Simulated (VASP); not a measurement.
Crystal: SnO2.

```
CELL_PARAMETERS angstrom
0.00000 2.57415 2.57415
2.57415 0.00000 2.57415
2.57415 2.57415 0.00000
ATOMIC_POSITIONS crystal
Sn 0.97703 0.01245 0.99097
O 0.75903 0.78153 0.70270
O 0.25348 0.24020 0.24726
```

The cell comes from a database or a generator and needn't be the stable form of this composition.

The cell isn't the ideal one: atoms moved at random, drawn with an rms of 0.1 Å.

```yaml
Program: VASP 6.6.1
Task: relaxation of the atoms
Functional: r2SCAN
Potentials_or_basis: VASP PAW PBE potentials, release 64 (Sn_d, O)
Cutoff: 520 eV
k_mesh: 7 × 7 × 7
Occupations: gaussian, width 0.05 eV
Spin: no spin polarisation
```

At the start: pressure -6.7 GPa; volume 11.37 Å³/atom.

Task: Where does the relaxation end?

Result: Over 8 steps the energy falls by 43.3 meV/atom; space group Fm-3m (No. 225, to 0.05 Å).

The path:
```
step  energy change (eV)  largest force (eV/Å)  pressure (GPa)
   1              0.0000                1.5047           -6.72
   2             -0.1190                0.3444           -8.40
   3             -0.1268                0.1910           -8.52
   4             -0.1268                0.1966           -8.52
   5             -0.1294                0.0824           -8.58
   6             -0.1298                0.0279           -8.59
   7             -0.1298                0.0291           -8.59
   8             -0.1299                0.0068           -8.59
```

Final structure:
```cif
data_structure
_symmetry_space_group_name_H-M 'P 1'
_symmetry_Int_Tables_number 1
_cell_length_a 3.6404
_cell_length_b 3.6404
_cell_length_c 3.6404
_cell_angle_alpha 60.000
_cell_angle_beta 60.000
_cell_angle_gamma 60.000
_cell_volume 34.11
loop_
_atom_site_label
_atom_site_type_symbol
_atom_site_fract_x
_atom_site_fract_y
_atom_site_fract_z
_atom_site_occupancy
Sn1 Sn 0.99655 0.01143 0.98029 1
O1 O 0.74646 0.76134 0.73025 1
O2 O 0.24653 0.26141 0.23039 1
```

Caveat: the PAW data sets were made with another functional, which shifts forces and pressure a little.
